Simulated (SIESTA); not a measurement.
## GaN under changes of volume

One of the cells (9.930 Å³/atom); the others are scaled copies at fixed shape and fractional positions:

```
Ga N
1.0
     0.00000    2.14938    2.14938
     2.14938    0.00000    2.14938
     2.14938    2.14938    0.00000
Ga N
1 1
Direct
  0.00000 0.00000 0.00000
  0.50000 0.50000 0.50000
```

Measurements of this composition are mostly on another form, of space group No. 186.

```yaml
Program: SIESTA 5.4.2
Functional: PBE
Potentials_or_basis: PseudoDojo 0.4 standard (PBE files)
Basis: DZP (energy shift 0.002 Ry; radii capped at 9.5 bohr)
Grid_cutoff: 800 Ry
Energy_shift: 0.002 Ry
k_mesh: 11 × 11 × 11
Occupations: fermi-dirac, width 0.05 eV
Spin: no spin polarisation
```

```tsv
volume (Å³/atom)	energy over the lowest point (meV/atom)	pressure (GPa)	gap on the mesh (eV)
9.151	?	?	?
9.346	22.71	14.3	0.66
9.540	8.83	8.7	0.53
9.930	0.00	-0.6	0.28
10.124	2.91	-3.9	0.17
10.319	9.78	-7.1	none
```

Problem. What does the run at 9.151 Å³/atom give?

Solution. Energy over the lowest point 43.67 meV/atom; pressure 20.5 GPa; gap on the mesh 0.79 eV.

Worked out: A Birch-Murnaghan fit of order 3 (a polynomial in V^(-2/3)) to the other rows has its minimum at 9.90 Å³/atom with B0 = V·E''(V) = 200 GPa (rough, since the energies scatter). It gives 44.60 meV/atom at 9.151 Å³/atom, against the run's 43.67, and -dE/dV = 21.7 GPa, against 20.5.

Energies are extrapolated to zero smearing.

Caveats: semicore shells carry a single zeta, which can move pressures by several GPa and volumes by a few percent; the basis of atomic orbitals isn't converged, which shifts pressures, moduli and gaps; an odd mesh through Γ misses points on the zone boundary, where band edges often lie (some runs). Spin-orbit coupling on Ga is left out.

A gap of «none» marks a metal or a gap under the smearing width.
